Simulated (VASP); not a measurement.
# MgS (110), 5 units in VASP

How does MgS (110), 5 units behave as a surface?

Program: VASP 6.6.1. Level of theory: PBE; plane waves and PAW (Mg, S). Results are calculated unless marked as measured.

### Step 1. The structure

The cell holds 10 atoms: 5 Mg and 5 S. Cell: a = 3.677 Å, b = 5.200 Å, c = 25.354 Å, α = 90.0°, β = 90.0°, γ = 90.0°. It derives from MgS (rocksalt MgS). Vacuum lies along c.

### Step 2. Surface relaxation

All atoms relax at the fixed cell.

INCAR reads:

```
SYSTEM = MgS
PREC = Normal
ENCUT = 300
EDIFF = 1E-05
NELM = 120
ISMEAR = 0
SIGMA = 0.05
LREAL = .FALSE.
ALGO = Fast
GGA = PE
NBANDS = 30
LORBIT = 11
LWAVE = .FALSE.
LCHARG = .FALSE.
KPAR = 4
LASPH = .TRUE.
IBRION = 2
NSW = 40
ISIF = 2
EDIFFG = -0.03
POTIM = 0.4
MAXMIX = 40
IDIPOL = 3
LDIPOL = .TRUE.
DIPOL = 0.5 0.5 0.5
```

POSCAR reads:

```
MgS
1.0
    3.6769552600      0.0000000000      0.0000000000
    0.0000000000      5.2000000000      0.0000000000
    0.0000000000      0.0000000000     25.3539105243
Mg S
5 5
Direct
    0.5000000000      0.5000000000      0.3549748269
    0.0000000000      0.0000000000      0.4274874135
    0.5000000000      0.5000000000      0.5000000000
    0.0000000000      0.0000000000      0.5725125865
    0.5000000000      0.5000000000      0.6450251731
    0.5000000000      0.0000000000      0.3549748269
    0.0000000000      0.5000000000      0.4274874135
    0.5000000000      0.0000000000      0.5000000000
    0.0000000000      0.5000000000      0.5725125865
    0.5000000000      0.0000000000      0.6450251731
```

KPOINTS reads:

```
Automatic mesh
0
Gamma
8 6 1
0 0 0
```

The projector-augmented-wave data sets are Mg and S (PBE family, release 64).

Run with:

```bash
$ mpirun -np 4 vasp_std
```

The program printed:

```text
[banner, memory and clock lines left out]
running    4 mpi-ranks, on    1 nodes
 distrk:  each k-point on    1 cores,    4 groups
 distr:  one band on    1 cores,    1 groups

 POSCAR found type information on POSCAR MgS
 POSCAR found :  2 types and      10 ions
 LDA part: xc-table for (Slater+PW92), standard interpolation
 POSCAR, INCAR and KPOINTS ok, starting setup
 FFT: planning ... GRIDC
 FFT: planning ... GRID_SOFT
 FFT: planning ... GRID
 WAVECAR not read
 entering main loop
       N       E                     dE             d eps       ncg     rms          rms(c)
DAV:   1     0.217584235336E+03    0.21758E+03   -0.99831E+03  1200   0.634E+02
DAV:   2    -0.479351058973E+01   -0.22238E+03   -0.21499E+03  1744   0.157E+02
DAV:   3    -0.422067647488E+02   -0.37413E+02   -0.37172E+02  1404   0.686E+01
DAV:   4    -0.435546336538E+02   -0.13479E+01   -0.13455E+01  1618   0.166E+01
DAV:   5    -0.435892455429E+02   -0.34612E-01   -0.34606E-01  1582   0.256E+00    0.103E+01
RMM:   6    -0.404338164203E+02    0.31554E+01   -0.47525E+00  1200   0.673E+00    0.724E+00
RMM:   7    -0.399897146470E+02    0.44410E+00   -0.37699E+00  1200   0.576E+00    0.445E+00
RMM:   8    -0.400364820606E+02   -0.46767E-01   -0.12050E+00  1200   0.363E+00    0.244E+00
RMM:   9    -0.399274941786E+02    0.10899E+00   -0.22327E-01  1200   0.163E+00    0.599E-01
RMM:  10    -0.399321477510E+02   -0.46536E-02   -0.49776E-02  1208   0.760E-01    0.257E-01
RMM:  11    -0.399358674115E+02   -0.37197E-02   -0.11670E-02  1249   0.372E-01    0.198E-01
RMM:  12    -0.399360833514E+02   -0.21594E-03   -0.24349E-03  1290   0.177E-01    0.746E-02
RMM:  13    -0.399369132628E+02   -0.82991E-03   -0.14450E-03  1213   0.128E-01    0.980E-02
RMM:  14    -0.399370100022E+02   -0.96739E-04   -0.36072E-04  1220   0.591E-02    0.540E-02
RMM:  15    -0.399373773844E+02   -0.36738E-03   -0.11452E-04  1182   0.391E-02    0.291E-02
RMM:  16    -0.399377424446E+02   -0.36506E-03   -0.11252E-04  1138   0.366E-02    0.172E-02
RMM:  17    -0.399378966404E+02   -0.15420E-03   -0.31787E-05   903   0.187E-02    0.208E-02
RMM:  18    -0.399379549877E+02   -0.58347E-04   -0.14644E-05   836   0.103E-02    0.728E-03
RMM:  19    -0.399379668296E+02   -0.11842E-04   -0.51189E-06   728   0.666E-03    0.368E-03
RMM:  20    -0.399379824347E+02   -0.15605E-04   -0.29651E-06   732   0.558E-03    0.316E-03
RMM:  21    -0.399379835110E+02   -0.10763E-05   -0.38101E-07   458   0.311E-03
   1 F= -.39937984E+02 E0= -.39937984E+02  d E =-.399380E+02
 curvature:   0.00 expect dE= 0.000E+00 dE for cont linesearch  0.000E+00
 trial: gam= 0.00000 g(F)=  0.128E+00 g(S)=  0.000E+00 ort = 0.000E+00 (trialstep = 0.100E+01)
 search vector abs. value=  0.128E+00
 bond charge predicted
       N       E                     dE             d eps       ncg     rms          rms(c)
DAV:   1    -0.400471374159E+02   -0.10915E+00   -0.10737E+00  1448   0.407E+00    0.675E-01
RMM:   2    -0.400607827968E+02   -0.13645E-01   -0.12051E-01  1200   0.136E+00    0.960E-01
RMM:   3    -0.400512756646E+02    0.95071E-02   -0.32008E-02  1200   0.686E-01    0.272E-01
RMM:   4    -0.400532513488E+02   -0.19757E-02   -0.16363E-02  1201   0.432E-01    0.317E-01
RMM:   5    -0.400524551309E+02    0.79622E-03   -0.30909E-03  1200   0.237E-01    0.182E-01
RMM:   6    -0.400521792636E+02    0.27587E-03   -0.16382E-03  1201   0.140E-01    0.101E-01
RMM:   7    -0.400521726472E+02    0.66164E-05   -0.63349E-04  1226   0.839E-02    0.250E-02
RMM:   8    -0.400522508774E+02   -0.78230E-04   -0.27491E-04  1243   0.543E-02    0.243E-02
RMM:   9    -0.400522468559E+02    0.40216E-05   -0.30058E-05   933   0.248E-02
   2 F= -.40052247E+02 E0= -.40052247E+02  d E =-.114263E+00
[...]
3 F= -.40209500E+02 E0= -.40209500E+02  d E =-.271517E+00
[...]
4 F= -.40247822E+02 E0= -.40247822E+02  d E =-.383214E-01
[...]
5 F= -.40262846E+02 E0= -.40262846E+02  d E =-.533461E-01
[...]
6 F= -.40268011E+02 E0= -.40268011E+02  d E =-.516476E-02
 trial-energy change:   -0.005165  1 .order   -0.005099   -0.007248   -0.002950
 step:   3.1350(harm=  3.3076)  dis= 0.02210  next Energy=   -40.268907 (dE=-0.606E-02)
 bond charge predicted
       N       E                     dE             d eps       ncg     rms          rms(c)
DAV:   1    -0.402683669580E+02   -0.35715E-03   -0.20548E-01  1416   0.166E+00    0.226E-01
RMM:   2    -0.402689627996E+02   -0.59584E-03   -0.82530E-03  1200   0.423E-01    0.852E-02
RMM:   3    -0.402690726037E+02   -0.10980E-03   -0.11825E-03  1213   0.166E-01    0.237E-02
RMM:   4    -0.402691098466E+02   -0.37243E-04   -0.31246E-04  1276   0.797E-02    0.343E-02
RMM:   5    -0.402691117537E+02   -0.19071E-05   -0.50053E-05   990   0.320E-02
   7 F= -.40269112E+02 E0= -.40269112E+02  d E =-.626541E-02
 curvature:  -1.96 expect dE=-0.476E-04 dE for cont linesearch -0.254E-04
 trial: gam=-0.06389 g(F)=  0.242E-04 g(S)=  0.000E+00 ort = 0.240E-03 (trialstep = 0.220E+01)
 search vector abs. value=  0.117E-04
 reached required accuracy - stopping structural energy minimisation
```

Elapsed: 49 s, on 4 MPI ranks of Intel Xeon 6975P-C (Granite Rapids), shared host; peak memory 1.1 GiB.

Lines that name or quote the potential files are left out of all logs, and their timing lines are given in words.

Parts of OUTCAR (step 2):

```text
ion  position               nearest neighbor table
   1  0.500  0.500  0.355-   6 2.60   6 2.60   7 2.60   7 2.60
   2  0.000  0.000  0.427-   8 2.60   8 2.60   7 2.60   7 2.60   6 2.60   6 2.60
   3  0.500  0.500  0.500-   7 2.60   9 2.60   7 2.60   9 2.60   8 2.60   8 2.60
   4  0.000  0.000  0.573-   8 2.60   8 2.60   9 2.60   9 2.60  10 2.60  10 2.60
   5  0.500  0.500  0.645-  10 2.60  10 2.60   9 2.60   9 2.60
   6  0.500  0.000  0.355-   1 2.60   1 2.60   2 2.60   2 2.60
   7  0.000  0.500  0.427-   3 2.60   3 2.60   2 2.60   2 2.60   1 2.60   1 2.60
   8  0.500  0.000  0.500-   2 2.60   4 2.60   2 2.60   4 2.60   3 2.60   3 2.60
   9  0.000  0.500  0.573-   3 2.60   3 2.60   4 2.60   4 2.60   5 2.60   5 2.60
  10  0.500  0.000  0.645-   5 2.60   5 2.60   4 2.60   4 2.60

  LATTYP: Found a simple orthorhombic cell.
 ALAT       =     3.6769552600
 B/A-ratio  =     1.4142135632
 C/A-ratio  =     6.8953546430

 Subroutine GETGRP returns: Found  8 space group operations
 (whereof  8 operations were pure point group operations)

The static configuration has the point symmetry D_2h.

 Found     20 irreducible k-points:

   k-points           NKPTS =     20   k-points in BZ     NKDIM =     20   number of bands    NBANDS=     30

   dimension x,y,z NGX =    16 NGY =   24 NGZ =  108
   dimension x,y,z NGXF=    32 NGYF=   48 NGZF=  216

   ENCUT  =  300.0 eV  22.05 Ry    4.70 a.u.   5.19  7.34 35.81*2*pi/ulx,y,z

   NELECT =      40.0000    total number of electrons

 k-points in reciprocal lattice and weights: Automatic mesh
   0.00000000  0.00000000  0.00000000       0.021
   0.12500000  0.00000000  0.00000000       0.042
   0.25000000  0.00000000  0.00000000       0.042
   0.37500000  0.00000000  0.00000000       0.042
   0.50000000  0.00000000  0.00000000       0.021
   0.00000000  0.16666667  0.00000000       0.042
   0.12500000  0.16666667  0.00000000       0.083
   0.25000000  0.16666667  0.00000000       0.083
   0.37500000  0.16666667  0.00000000       0.083
[...]
0.37500000  0.50000000  0.00000000       0.042
   0.50000000  0.50000000  0.00000000       0.021

 dipolmoment           0.000000      0.000000      0.000000 electrons x Angstroem

 average (electrostatic) potential at core
       1 -43.4563       2 -42.2833       3 -43.0240       4 -42.2833       5 -43.4563
       6 -91.3954       7 -92.4209       8 -91.6514       9 -92.4209      10 -91.3954

 E-fermi :  -1.3108

 k-point     1 :       0.0000    0.0000    0.0000
  band No.  band energies     occupation
    ...
     16      -2.5199      2.00000
     17      -2.4097      2.00000
     18      -2.0265      2.00000
     19      -1.5711      2.00000
     20      -1.5604      2.00000
     21      -0.1479      0.00000
     22       0.4931      0.00000
     23       1.4987      0.00000
     24       2.5342      0.00000
     25       2.5428      0.00000
    ...

 k-point     2 :       0.1250    0.0000    0.0000
  band No.  band energies     occupation
    ...
     16      -2.5235      2.00000
     17      -2.5115      2.00000
     18      -2.4887      2.00000
     19      -2.0838      2.00000
     20      -1.9700      2.00000
     21       0.1445      0.00000
     22       0.6209      0.00000
     23       2.0189      0.00000
     24       2.9472      0.00000
     25       3.0623      0.00000
    ...

 k-point     3 :       0.2500    0.0000    0.0000
  band No.  band energies     occupation
    ...
     16      -2.9743      2.00000
     17      -2.8876      2.00000
     18      -2.8504      2.00000
     19      -2.7728      2.00000
     20      -2.2966      2.00000
     21       0.5696      0.00000
     22       0.8692      0.00000
     23       2.2321      0.00000
     24       2.8889      0.00000
     25       3.0261      0.00000
    ...

  Total        4.4078411     -7.8426607     -0.2171841      0.0000000      0.0000000      0.0000000
  in kB       14.5679978    -25.9201413     -0.7177977      0.0000000      0.0000000      0.0000000
  external PRESSURE =      -4.0233137 kB  Pullay stress =       0.0000000 kB

  energy-cutoff  :      300.00
  volume of cell :      484.77
      direct lattice vectors                 reciprocal lattice vectors
     3.676955260  0.000000000  0.000000000     0.271964147  0.000000000  0.000000000
     0.000000000  5.200000000  0.000000000     0.000000000  0.192307692  0.000000000
     0.000000000  0.000000000 25.353910524     0.000000000  0.000000000  0.039441647

 POSITION                                       TOTAL-FORCE (eV/Angst)
 -----------------------------------------------------------------------------------
      1.83848      2.60000      9.20666         0.000000     -0.000000      0.009755
      0.00000      0.00000     10.68603         0.000000      0.000000      0.007378
      1.83848      2.60000     12.67696         0.000000      0.000000      0.000000
      0.00000      0.00000     14.66788         0.000000      0.000000     -0.007378
      1.83848      2.60000     16.14725         0.000000      0.000000     -0.009755
      1.83848      0.00000      8.92586        -0.000000     -0.000000     -0.012303
      0.00000      2.60000     10.83564         0.000000      0.000000     -0.003610
      1.83848      0.00000     12.67696         0.000000      0.000000      0.000000
      0.00000      2.60000     14.51827        -0.000000      0.000000      0.003610
      1.83848      0.00000     16.42805         0.000000      0.000000      0.012303
 -----------------------------------------------------------------------------------
    total drift:                                0.000000     -0.000000      0.000000

  FREE ENERGIE OF THE ION-ELECTRON SYSTEM (eV)
  ---------------------------------------------------
  free  energy   TOTEN  =       -40.2691117537 eV

  energy  without entropy=      -40.2691117537  energy(sigma->0) =      -40.26911175

 reached required accuracy - stopping structural energy minimisation

 vacuum level on the upper side and lower side of the slab         3.099         3.099

 total charge
# of ion       s       p       d       tot
------------------------------------------
    1        0.151   0.119   0.033   0.303
    2        0.142   0.131   0.039   0.312
    3        0.137   0.126   0.039   0.301
    4        0.142   0.131   0.039   0.312
    5        0.151   0.119   0.033   0.303
    6        1.318   2.431   0.000   3.749
    7        1.316   2.525   0.000   3.841
    8        1.315   2.475   0.000   3.790
    9        1.316   2.525   0.000   3.841
   10        1.318   2.431   0.000   3.749
--------------------------------------------------
tot          7.305  13.013   0.183  20.501

[... 3 further parts left out ...]
```

The gap is read on the k-mesh alone, so it is an upper bound where the band edges lie off the mesh. The run keeps the 8 symmetry operations of its start, so it cannot find a distortion of lower symmetry.

Step by step:

```
step  energy less that of the first step (eV)  largest force (eV/Å)
   1                                   0.0000                1.0373
   2                                  -0.1143                0.8186
   3                                  -0.2715                0.5062
   4                                  -0.3098                0.2945
   5                                  -0.3249                0.1711
   6                                  -0.3300                0.0711
   7                                  -0.3311                0.0123
```

The atoms that moved most (Å):

```csv
atom,dx,dy,dz,length
Mg1,0.000,0.000,0.207,0.207
Mg5,0.000,0.000,-0.207,0.207
Mg2,0.000,0.000,-0.152,0.152
Mg4,0.000,0.000,0.152,0.152
S6,0.000,0.000,-0.074,0.074
S10,0.000,0.000,0.074,0.074
```

The relaxed structure:

```xyz
10
Lattice="3.6770 0.0000 0.0000 0.0000 5.2000 0.0000 0.0000 0.0000 25.3539" Properties=species:S:1:pos:R:3
Mg    1.8385    2.6000    9.2067
Mg    0.0000    0.0000   10.6860
Mg    1.8385    2.6000   12.6770
Mg    0.0000    0.0000   14.6679
Mg    1.8385    2.6000   16.1473
S     1.8385    0.0000    8.9259
S     0.0000    2.6000   10.8356
S     1.8385    0.0000   12.6770
S     0.0000    2.6000   14.5183
S     1.8385    0.0000   16.4280
```

This step gave:

- electronic cycles: 73
- electrons: 40
- free energy (TOTEN): -40.27 eV
- Fermi energy: -1.311 eV
- labelled metallic, from the levels on this mesh: no
- dipole moment: 0, 0, 0 e·Å
- gap on the k-mesh: 1.413 eV
- least direct gap on the k-mesh: 1.413 eV

The run ended after 7 ionic steps, 0.331 eV below its first step, once the forces on the free atoms met EDIFFG = -0.03.

Only the dipole across the slab is computed (IDIPOL = 3); zeros along the plane are no results.

(Part 1 of 4 ends here.)

[Lines on the potential files, build, host, timing and source positions are cut from VASP's logs without a mark.]

[Logs are printed without paths, hosts, clocks, repeated set-up lines and the standing remarks that a program may print on its own settings, such as how far it seeks lower states.]

[Hosts, paths, dates, database ids (printed as entryN), source tags and the programs' standing remarks are cut or masked in the printed files.]

[In band tables of VASP the shares of atoms and orbitals are scaled to a sum of 1 inside the atoms' spheres.]

[Runs that stopped without an error message from VASP are left out.]
